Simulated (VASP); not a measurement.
A run of VASP 6.6.1 is set up as follows.

File POSCAR:

```
Cd
1.0
    1.5790080000      0.9044910000      2.3853110000
   -1.6599930000      0.8989190000      2.4405920000
   -0.0453180000     -1.8934790000      2.4470920000
Cd
1
Cartesian
   -0.0005827489     -0.0226911527      0.0274122568
```

The input INCAR.step1:

```
  ALGO = All
  EDIFF = 1E-6
  ENCUT = 520
  GGA = PS
  ISIF = 2
  ISMEAR = 1
  LASPH = T
  LCHARG = T
  LREAL = F
  LWAVE = F
  NELM = 80
  PREC = Accurate
  SIGMA = 0.1
```

Contents of KPOINTS.step1:

```
k-points
0
Gamma
  10 10 10
```

The input INCAR.step2:

```
  ALGO = All
  EDIFF = 1E-6
  ENCUT = 520
  GGA = PS
  ICHARG = 11
  ISIF = 2
  ISMEAR = 0
  LASPH = T
  LCHARG = F
  LREAL = F
  LWAVE = F
  NELM = 80
  PREC = Accurate
  SIGMA = 0.05
```

Contents of KPOINTS.step2:

```
path XGY,LGZ,NGM,RG
20
line-mode
reciprocal
 0.0000000000 -0.5000000000  0.0000000000  X
 0.0000000000  0.0000000000  0.0000000000  G

 0.0000000000  0.0000000000  0.0000000000  G
-0.5000000000  0.0000000000  0.0000000000  Y

-0.5000000000 -0.5000000000  0.0000000000  L
 0.0000000000  0.0000000000  0.0000000000  G

 0.0000000000  0.0000000000  0.0000000000  G
 0.0000000000  0.0000000000 -0.5000000000  Z

 0.0000000000 -0.5000000000 -0.5000000000  N
 0.0000000000  0.0000000000  0.0000000000  G

 0.0000000000  0.0000000000  0.0000000000  G
-0.5000000000  0.0000000000 -0.5000000000  M

-0.5000000000 -0.5000000000 -0.5000000000  R
 0.0000000000  0.0000000000  0.0000000000  G
```

Potentials or basis: VASP PAW PBE potentials, release 64 (Cd).

Command:

```console
$ cat potpaw_PBE.64/Cd/POTCAR > POTCAR
$ cp INCAR.step1 INCAR
$ cp KPOINTS.step1 KPOINTS
$ mpirun -np 1 vasp_std > vasp.out
$ cp INCAR.step2 INCAR
$ cp KPOINTS.step2 KPOINTS
$ mpirun -np 1 vasp_std > vasp.out
```

Q: What does it give for the band gap along the path?

A: None (metal or under the smearing width).

Levels at the corners of the path, in eV from the Fermi level:
| point | band 2 | band 3 | band 4 | band 5 | band 6 | band 7 | band 8 | band 9 | band 10 |
| --- | --- | --- | --- | --- | --- | --- | --- | --- | --- |
| X | -9.24 | -8.84 | -8.32 | -8.18 | -2.49 | -1.75 | 11.74 | 13.24 | 14.64 |
| Γ | -9.15 | -8.91 | -8.71 | -8.61 | -8.53 | 13.26 | 13.66 | 14.42 | 17.24 |
| Γ | -9.15 | -8.91 | -8.71 | -8.61 | -8.53 | 13.26 | 13.66 | 14.42 | 17.28 |
| Y | -9.17 | -8.90 | -8.35 | -8.14 | -2.36 | -1.42 | 12.45 | 12.61 | 13.58 |
| L | -9.62 | -8.30 | -8.16 | -8.05 | -0.62 | 1.68 | 5.82 | 7.40 | 10.13 |
| Γ | -9.15 | -8.91 | -8.71 | -8.61 | -8.53 | 13.26 | 13.66 | 14.42 | 17.24 |
| Γ | -9.15 | -8.91 | -8.71 | -8.61 | -8.53 | 13.26 | 13.66 | 14.42 | 17.24 |
| Z | -9.24 | -8.84 | -8.31 | -8.19 | -2.50 | -1.77 | 11.78 | 13.13 | 14.79 |
| N | -9.60 | -8.27 | -8.14 | -8.10 | -1.06 | 0.94 | 5.94 | 8.39 | 10.24 |
| Γ | -9.15 | -8.91 | -8.71 | -8.61 | -8.53 | 13.26 | 13.66 | 14.42 | 17.29 |
| Γ | -9.15 | -8.91 | -8.71 | -8.61 | -8.53 | 13.26 | 13.66 | 14.42 | 17.25 |
| M | -9.62 | -8.30 | -8.16 | -8.05 | -0.67 | 1.59 | 5.86 | 7.50 | 10.17 |
| R | -9.08 | -9.07 | -8.20 | -8.11 | -1.82 | -0.24 | 10.94 | 11.50 | 12.29 |
| Γ | -9.15 | -8.91 | -8.71 | -8.61 | -8.53 | 13.26 | 13.66 | 14.42 | 17.26 |

Caveat: the log is that of the step along the path at fixed density, whose energy, stress, charges and moments have no meaning.
